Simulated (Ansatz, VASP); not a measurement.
This is a calculation of HgTe (Coloradoite) for Ansatz 0.2.0. 

input.yaml

```yaml
crystal:
  lattice:
    - [0.0, 3.2145, 3.2145]
    - [3.2145, 0.0, 3.2145]
    - [3.2145, 3.2145, 0.0]
  atoms:
    - { symbol: Hg, position: [0.0, 0.0, 0.0] }
    - { symbol: Te, position: [0.75, 0.75, 0.75] }
hamiltonian:
  xc: pbesol
  pseudopotentials: { kind: paw }
  dispersion: d3bj
kpoints:
  mp_grid: { grid: [7, 7, 7] }
scf:
  occupations: { method: fermi_dirac, width: 0.05 }
output:
  forces: true
  stress: true
  write_density: true
  write_potential: true
  elf: true
  volumetric_format: npy
relax:
  f_tol: 0.01
  max_steps: 40
  cell: { stress_tol: 0.05 }
```

Potentials or basis: Ansatz PAW.

The run is started by

```console
$ ansatz run input.yaml --threads 2 --pin off --max-ram 5632MiB --backend cpu --events-out ev --progress --plain --runs-dir out
```

**Question.** Translate it to VASP 6.6.1. Potentials or basis there: PBE PAW files Hg, Te, 600 eV.

**Answer.** As run (cutoffs and basis follow the program's own potentials, and thresholds, step limits or extra output files can differ):

File INCAR:

```
ALGO = Normal ; EDIFF = 1E-7
EDIFFG = -0.01 ; ENCUT = 600
GGA = PS ; IBRION = 2
ISIF = 3 ; ISMEAR = -1
IVDW = 12 ; LASPH = T
LCHARG = F ; LREAL = F
LWAVE = F ; NELM = 100
NSW = 60 ; PREC = Accurate
SIGMA = 0.05
```

File KPOINTS:

```
k-points
0
Gamma
  7 7 7
```

POSCAR

```
HgTe
1.0
    0.0000000000      3.2145000000      3.2145000000
    3.2145000000      0.0000000000      3.2145000000
    3.2145000000      3.2145000000      0.0000000000
Hg Te
1 1
Direct
    0.0000000000      0.0000000000      0.0000000000
    0.7500000000      0.7500000000      0.7500000000
```

Potentials or basis: VASP PAW PBE potentials, release 64 (Hg, Te).

Run with:

```console
$ cat potpaw_PBE.64/Hg/POTCAR potpaw_PBE.64/Te/POTCAR > POTCAR
$ mpirun -np 1 vasp_std > vasp.out
```

Both were run:

|  | Ansatz | VASP |
| --- | --- | --- |
| Relaxed volume | 33.22 Å³/atom | 33.35 Å³/atom |
| Relaxed cell | a = 4.546 Å, b = 4.546 Å, c = 4.546 Å, α = 60.00°, β = 60.00°, γ = 60.00° | a = 4.552 Å, b = 4.552 Å, c = 4.552 Å, α = 60.00°, β = 60.00°, γ = 60.00° |
| Space group after relaxing | F-43m (No. 216) | F-43m (No. 216) |
| Pressure after relaxing | 0.0 GPa | 0.0 GPa |

Ansatz's pressure holds a Pulay term of +0.03 GPa for its cutoff of 420 eV, which the other run lacks.

The potentials hold 36 and 18 valence electrons a cell.

Ansatz's potentials were made for PBE. VASP's potentials were made for PBE.

Where Ansatz's input types no cutoff or centring, it takes its own default and a Γ-centred mesh.

Pressure is positive in compression.
